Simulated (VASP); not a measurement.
# Nb (Im-3m) in VASP: notebook

Runs on Nb. Level: LDA. Tasks: single point.

All numbers are computed with VASP 6.6.1; they aren't measurements. Logs are shortened: lines on timing, memory, paths and dates and some standing lists are left out, and cuts for length are marked.

### Step 1. The crystal as given

Symmetry: Im-3m, No. 229, cubic system. The conventional cell has a = 3.328 Å, b = 3.328 Å, c = 3.328 Å, α = 90.00°, β = 90.00°, γ = 90.00°. Nb (site symmetry m-3m) is surrounded by 8 Nb at 2.88 Å.

### Step 2. Single point, LDA

INCAR reads:

```
PREC     = Accurate       # precision mode
ENCUT    = 550            # plane-wave cutoff, eV
EDIFF    = 1E-6           # SCF threshold, eV
ISMEAR   = 0              # smearing method
SIGMA    = 0.1            # smearing width, eV
LREAL    = False          # projectors in reciprocal space
LASPH    = True           # aspherical terms in the spheres
NELM     = 100            # most SCF steps
ALGO     = Normal         # electronic algorithm
ISIF     = 2              # what is computed and relaxed
LWAVE    = False          # write WAVECAR
LCHARG   = True           # write CHGCAR
LELF     = True           # ELF
LVHAR    = True         
NBANDS   = 12             # bands
```

KPOINTS reads:

```
Automatic mesh
0
Gamma
  11 11 11
```

POSCAR reads:

```
Nb
2.882
   -0.577359472588      0.577359472588      0.577359472588
    0.577359472588     -0.577359472588      0.577359472588
    0.577359472588      0.577359472588     -0.577359472588
Nb
1
Direct
    0.0000000000      0.0000000000      0.0000000000
```

Potentials or basis: VASP PAW LDA potentials, release 64 (Nb_sv_GW).

The run is started by

```
> cat potpaw_LDA.64/Nb_sv_GW/POTCAR > POTCAR
> mpirun -np 1 vasp_std > vasp.out
```

OUTCAR:

```text
PREC = Accurate
   ENCUT = 550
   EDIFF = 1E-6
   ISMEAR = 0
   LREAL = False
   LASPH = True
   NELM = 100
   ISIF = 2

 ion  position               nearest neighbor table
   1  0.000  0.000  0.000-

  LATTYP: Found a body centered cubic cell.
 ALAT       =     3.3279000000

  Lattice vectors:

 A1 = (  -1.6639500000,   1.6639500000,   1.6639500000)
 A2 = (   1.6639500000,  -1.6639500000,   1.6639500000)
 A3 = (   1.6639500000,   1.6639500000,  -1.6639500000)

Analysis of symmetry for initial positions (statically):
=====================================================================
 Subroutine PRICEL returns:
 Original cell was already a primitive cell.

 Routine SETGRP: Setting up the symmetry group for a
 body centered cubic supercell.

 Subroutine GETGRP returns: Found 48 space group operations
 (whereof 48 operations were pure point group operations)
 out of a pool of 48 trial point group operations.

The static configuration has the point symmetry O_h .

Analysis of symmetry for dynamics (positions and initial velocities):
=====================================================================
 Subroutine PRICEL returns:
 Original cell was already a primitive cell.

 Routine SETGRP: Setting up the symmetry group for a
 body centered cubic supercell.

 Subroutine GETGRP returns: Found 48 space group operations
 (whereof 48 operations were pure point group operations)
 out of a pool of 48 trial point group operations.

The dynamic configuration has the point symmetry O_h .

 Subroutine INISYM returns: Found 48 space group operations
 (whereof 48 operations are pure point group operations),
 and found     1 'primitive' translations

----------------------------------------------------------------------------------------

                                     Primitive cell

  volume of cell :      18.4281

  direct lattice vectors                    reciprocal lattice vectors
    -1.663950000  1.663950000  1.663950000     0.000000000  0.300489798  0.300489798
     1.663950000 -1.663950000  1.663950000     0.300489798  0.000000000  0.300489798
     1.663950000  1.663950000 -1.663950000     0.300489798  0.300489798  0.000000000

  length of vectors
     2.882045941  2.882045941  2.882045941     0.424956748  0.424956748  0.424956748

  position of ions in fractional coordinates (direct lattice)
     0.000000000  0.000000000  0.000000000

  ion indices of the primitive-cell ions
   primitive index   ion index
                 1           1

----------------------------------------------------------------------------------------

 KPOINTS: Automatic mesh

Automatic generation of k-mesh.
 Grid dimensions read from file:
 generate k-points for:   11   11   11

 Generating k-lattice:

  Cartesian coordinates                     Fractional coordinates (reciprocal lattice)
     0.000000000  0.027317254  0.027317254     0.090909091  0.000000000  0.000000000
     0.027317254  0.000000000  0.027317254     0.000000000  0.090909091  0.000000000
     0.027317254  0.027317254  0.000000000     0.000000000  0.000000000  0.090909091

  Length of vectors
     0.038632432  0.038632432  0.038632432

  Shift w.r.t. Gamma in fractional coordinates (k-lattice)
     0.000000000  0.000000000  0.000000000

 Subroutine IBZKPT returns following result:
 ===========================================

 Found     56 irreducible k-points:

 Following reciprocal coordinates:
            Coordinates               Weight
  0.000000  0.000000  0.000000      1.000000
  0.090909  0.000000  0.000000     12.000000
  0.181818  0.000000  0.000000     12.000000
  0.272727  0.000000  0.000000     12.000000
  0.363636  0.000000  0.000000     12.000000
  0.454545  0.000000  0.000000     12.000000
[... 42 lines left out ...]
 -0.363636  0.363636  0.272727     24.000000
 -0.454545  0.454545  0.272727     24.000000
 [... further k-points ...]
   k-points           NKPTS =     56   k-points in BZ     NKDIM =     56   number of bands    NBANDS=     12
   number of dos      NEDOS =    301   number of ions     NIONS =      1
   total plane-waves  NPLWV =  13824
   dimension x,y,z NGX =    24 NGY =   24 NGZ =   24
   dimension x,y,z NGXF=    48 NGYF=   48 NGZF=   48
   ions per type =               1
   NGX,Y,Z   is equivalent  to a cutoff of  13.84, 13.84, 13.84 a.u.
   NGXF,Y,Z  is equivalent  to a cutoff of  27.69, 27.69, 27.69 a.u.
 SYSTEM =  unknown system
   PREC   = accura    normal or accurate (medium, high low for compatibility)
   ISTART =      0    job   : 0-new  1-cont  2-samecut
   ICHARG =      2    charge: 1-file 2-atom 10-const
   ISPIN  =      1    spin polarized calculation?
   LNONCOLLINEAR =      F non collinear calculations
   LSORBIT =      F    spin-orbit coupling
   LASPH  =      T    aspherical Exc in radial PAW
   ENCUT  =  550.0 eV  40.42 Ry    6.36 a.u.   5.51  5.51  5.51*2*pi/ulx,y,z
   NELM   =    100;   NELMIN=  2; NELMDL= -5     # of ELM steps
   EDIFF  = 0.1E-05   stopping-criterion for ELM
   LREAL  =      F    real-space projection
   EDIFFG = 0.1E-04   stopping-criterion for IOM
   NSW    =      0    number of steps for IOM
   IBRION =     -1    ionic relax: 0-MD 1-quasi-New 2-CG
   NFREE  =      0    steps in history (QN), initial steepest desc. (CG)
   ISIF   =      2    stress and relaxation
   ISYM   =      2    0-nonsym 1-usesym 2-fastsym
   POTIM  = 0.5000    time-step for ionic-motion
   TEBEG  =    0.0;   TEEND  =   0.0 temperature during run
   PSTRESS=    0.0 pullay stress
   NELECT =      13.0000    total number of electrons
   NUPDOWN=      -1.0000    fix difference up-down
   EMIN   =  10.00;   EMAX   =-10.00  energy-range for DOS
   EFERMI =   0.00;   METHOD = LEGACY
   ISMEAR =     0;   SIGMA  =   0.10  broadening in eV -4-tet -1-fermi 0-gaus
   EFERMI_NEDOS =   21; number of points for ismear=-14 and -15
   IALGO  =     38    algorithm
   IMIX   =      4    mixing-type and parameters
     AMIX     =   0.40;   BMIX     =  1.00
     AMIX_MAG =   1.60;   BMIX_MAG =  1.00
  volume/ion in A,a.u.               =      18.43       124.36
  Fermi-wavevector in a.u.,A,eV,Ry     =   1.457345  2.753983 28.896790  2.123854
  Thomas-Fermi vector in A             =   2.574157
   LORBIT       =      0    0 simple, 1 ext, 2 COOP (PROOUT), +10 PAW based schemes
   GGA     = CA    functional components
   LHFCALC =     F    Hartree Fock is set to
   AEXX    =    0.0000 exact exchange contribution
   IVDW    =     0    specifies the selected vdW correction
   LEPSILON=     F    determine dielectric tensor
   LRPA    =     F    only Hartree local field effects (RPA)
 non-spin polarized calculation
 Gauss-broadening in eV      SIGMA  =   0.10
  energy-cutoff  :      550.00
  volume of cell :       18.43
 maximum number of plane-waves:       555
 NGX is ok and might be reduce to    24
   NGX = 11   NGY = 11   NGZ = 11

 number of electron      12.9999999 magnetization

 Free energy of the ion-electron system (eV)
  ---------------------------------------------------
  ext. energy  EPLUGINS =         0.00000000
  ---------------------------------------------------
  free energy    TOTEN  =       -12.48989742 eV

  energy without entropy =      -12.48021327  energy(sigma->0) =      -12.48505534

 E-fermi :  10.0704     XC(G=0): -12.6157

 val. band max:       10.0575970498   @ k =   0.2727   0.0000   0.0000
 cond. band min:      10.1113795338   @ k =   0.0909   0.0909   0.0000
 fundamental gap:      0.0537824840
 Fermi energy:        10.0703649614

 k-point     1 :       0.0000    0.0000    0.0000
  band No.  band energies     occupation
      1     -43.9639      2.00000
      2     -19.4730      2.00000
      3     -19.4730      2.00000
      4     -19.4730      2.00000
      5       4.2721      2.00000
      6      10.4582      0.00000
      7      10.4582      0.00000
      8      10.4582      0.00000
      9      13.2833      0.00000
     10      13.2833      0.00000
     11      24.2205      0.00000
     12      24.2205      0.00000

 k-point     2 :       0.0909    0.0000    0.0000
  band No.  band energies     occupation
      1     -43.9459      2.00000
      2     -19.5823      2.00000
      3     -19.5064      2.00000
      4     -19.4736      2.00000
      5       4.6005      2.00000
      6      10.2608      0.00708
      7      10.4046      0.00000
      8      10.7754      0.00000
      9      13.0061      0.00000
     10      13.2871      0.00000
     11      24.4738      0.00000
     12      24.8515      0.00000

 k-point     3 :       0.1818    0.0000    0.0000
  band No.  band energies     occupation
      1     -43.8973      2.00000
      2     -19.8680      2.00000
      3     -19.5950      2.00000
      4     -19.4759      2.00000
      5       5.4589      2.00000
      6       9.7782      1.99996
      7      10.1594      0.20774
      8      11.6948      0.00000
      9      12.7035      0.00000
     10      13.3333      0.00000
     11      24.7771      0.00000
     12      26.0865      0.00000

 k-point     4 :       0.2727    0.0000    0.0000
  band No.  band energies     occupation
      1     -43.8332      2.00000
      2     -20.2286      2.00000
      3     -19.7089      2.00000
      4     -19.4791      2.00000
      5       6.3620      2.00000
      6       9.2254      2.00000
      7      10.0576      1.14329
      8      12.8587      0.00000
      9      13.1089      0.00000
     10      13.4804      0.00000
     11      24.0301      0.00000
     12      25.4453      0.00000

 k-point     5 :       0.3636    0.0000    0.0000
  band No.  band energies     occupation
      1     -43.7737      2.00000
      2     -20.5475      2.00000
      3     -19.8116      2.00000
      4     -19.4821      2.00000
      5       6.6189      2.00000
      6       8.7761      2.00000
      7      10.8994      0.00000
      8      13.2074      0.00000
      9      13.7211      0.00000
     10      14.7751      0.00000
     11      22.6849      0.00000
     12      23.5469      0.00000
[... 468 lines left out ...]
      1     -43.7384      2.00000
      2     -20.4874      2.00000
      3     -19.8352      2.00000
      4     -19.8352      2.00000
      5       8.6540      2.00000
      6       8.6540      2.00000
      7       8.9144      2.00000
      8      13.8203      0.00000
      9      13.8203      0.00000
     10      18.2657      0.00000
     11      21.7892      0.00000
     12      23.4780      0.00000

 k-point    38 :       0.2727    0.1818    0.1818
  band No.  band energies     occupation
      1     -43.7205      2.00000
      2     -20.4127      2.00000
      3     -20.0401      2.00000
      4     -19.8559      2.00000
      5       8.5272      2.00000
      6       8.6109      2.00000
      7       9.7066      2.00000
      8      13.9148      0.00000
      9      14.0406      0.00000
     10      19.6265      0.00000
     11      20.1802      0.00000
     12      22.9192      0.00000

 k-point    39 :      -0.1818    0.1818    0.1818
  band No.  band energies     occupation
      1     -43.8368      2.00000
      2     -19.9419      2.00000
      3     -19.7238      2.00000
      4     -19.7238      2.00000
      5       6.5083      2.00000
      6      10.4939      0.00000
      7      10.5542      0.00000
      8      10.5542      0.00000
      9      11.6165      0.00000
     10      14.2905      0.00000
     11      25.7450      0.00000
     12      26.7286      0.00000

 k-point    40 :       0.2727    0.2727    0.1818
  band No.  band energies     occupation
      1     -43.7155      2.00000
      2     -20.2096      2.00000
      3     -20.2096      2.00000
      4     -19.9414      2.00000
      5       8.5889      2.00000
      6       9.2430      2.00000
      7       9.2430      2.00000
      8      14.0543      0.00000
      9      14.0543      0.00000
     10      19.3506      0.00000
     11      21.3770      0.00000
     12      21.3771      0.00000

 [... further k-points ...]

------------------------ aborting loop because EDIFF is reached ----------------------------------------

  FORCE on cell =-STRESS in cart. coord.  units (eV):
  Direction    XX          YY          ZZ          XY          YZ          ZX
  --------------------------------------------------------------------------------------
  -------------------------------------------------------------------------------------
  Total       -1.4113686     -1.4113686     -1.4113686     -0.0000000     -0.0000000      0.0000000
  in kB     -122.7072489   -122.7072489   -122.7072489     -0.0000000     -0.0000000      0.0000000
  external PRESSURE =    -122.7072489 kB  Pullay stress =       0.0000000 kB

 VOLUME and BASIS-vectors are now :
 -----------------------------------------------------------------------------
  energy-cutoff  :      550.00
  volume of cell :       18.43
      direct lattice vectors                 reciprocal lattice vectors
    -1.663950000  1.663950000  1.663950000     0.000000000  0.300489798  0.300489798
     1.663950000 -1.663950000  1.663950000     0.300489798  0.000000000  0.300489798
     1.663950000  1.663950000 -1.663950000     0.300489798  0.300489798  0.000000000

 POSITION                                       TOTAL-FORCE (eV/Angst)
 -----------------------------------------------------------------------------------
      0.00000      0.00000      0.00000         0.000000      0.000000     -0.000000
 -----------------------------------------------------------------------------------
    total drift:                                0.000000      0.000000      0.000000

  FREE ENERGIE OF THE ION-ELECTRON SYSTEM (eV)
  ---------------------------------------------------
  free  energy   TOTEN  =       -12.4898974198 eV

  energy  without entropy=      -12.4802132700  energy(sigma->0) =      -12.48505534
```

It took 8.5 s on 1 thread of AMD EPYC 9R45 (Zen 5), shared host; peak memory 0.11 GiB.

What came out:

- Free energy: -12.4899 eV
- Pressure: -12.3 GPa
- Band gap on the k mesh: none (metal or under the smearing width)

### Step 3. Single point, LDA

run.py reads:

```python
from ase.calculators.vasp import Vasp
from ase.dft.bandgap import bandgap
from ase.io import read

atoms = read('Nb.xyz')
calc = Vasp(
    directory='calc',
    xc='lda',
    pp='LDA',
    setups='gw',
    prec='Accurate',
    encut=550,
    ediff=1e-06,
    ismear=0,
    sigma=0.1,
    lreal=False,
    lasph=True,
    nelm=60,
    algo='Normal',
    isif=2,
    lwave=False,
    lcharg=False,
    kpts=[11, 11, 11],
    gamma=True,
    nbands=12,
)
atoms.calc = calc

print('energy (eV):', atoms.get_potential_energy())
print('free energy (eV):', atoms.get_potential_energy(force_consistent=True))
print('forces (eV/A):')
print(atoms.get_forces())
print('stress (eV/A^3, Voigt):', atoms.get_stress())
print('Fermi level (eV):', calc.get_fermi_level())
gap, top, bottom = bandgap(calc)
print('band gap (eV):', gap, 'from (spin, k, band)', top, 'to', bottom)
```

Nb.xyz reads:

```xyz
1
Lattice="-1.6639500000 1.6639500000 1.6639500000 1.6639500000 -1.6639500000 1.6639500000 1.6639500000 1.6639500000 -1.6639500000" Properties=species:S:1:pos:R:3 pbc="T T T"
Nb     0.0000000000      0.0000000000      0.0000000000
```

Potentials or basis: VASP PAW LDA potentials, release 64 (Nb_sv_GW).

The run is started by

```
> python run.py
```

What it wrote:

```text
energy (eV): -12.48505534
free energy (eV): -12.48989742
forces (eV/A):
[[ 0.  0. -0.]]
stress (eV/A^3, Voigt): [ 0.07658784  0.07658784  0.07658784 -0.         -0.         -0.        ]
Fermi level (eV): 10.07036496
band gap (eV): 0.0 from (spin, k, band) (None, None, None) to (None, None, None)
```

OUTCAR:

```text
ENCUT = 550.000000
   EDIFF = 1.00e-06
   PREC = Accurate
   ISIF = 2
   ISMEAR = 0
   NELM = 60
[... 843 lines left out ...]
 POSITION                                       TOTAL-FORCE (eV/Angst)
 -----------------------------------------------------------------------------------
      0.00000      0.00000      0.00000         0.000000      0.000000     -0.000000
 -----------------------------------------------------------------------------------
    total drift:                               -0.000000      0.000000      0.000000

  FREE ENERGIE OF THE ION-ELECTRON SYSTEM (eV)
  ---------------------------------------------------
  free  energy   TOTEN  =       -12.4898974192 eV

  energy  without entropy=      -12.4802132694  energy(sigma->0) =      -12.48505534
```

INCAR:

```text
ENCUT = 550.000000
SIGMA = 0.100000
EDIFF = 1.00e-06
ALGO = Normal
PREC = Accurate
ISIF = 2
ISMEAR = 0
NBANDS = 12
NELM = 60
LASPH = .TRUE.
LCHARG = .FALSE.
LWAVE = .FALSE.
LREAL = .FALSE.
```

Wall time 10 s (1 thread of AMD EPYC 9R45 (Zen 5), shared host); peak memory 0.11 GiB.

What came out:

| Property | Result |
| --- | --- |
| Free energy | -12.4899 eV |
| Pressure | -12.3 GPa |
| Band gap on the k mesh | none (metal or under the smearing width) |

### Step 4. For comparison

An earlier run on the cell as given: functional PBE; potentials or basis VASP PAW PBE potentials, release 64 (Nb_sv); cutoff 520 eV; k mesh 11 × 11 × 11; occupations fermi-dirac, width 0.05 eV; no spin polarisation.

- Pressure: -2.3 GPa
- Band gap on the k mesh: none (metal or under the smearing width)
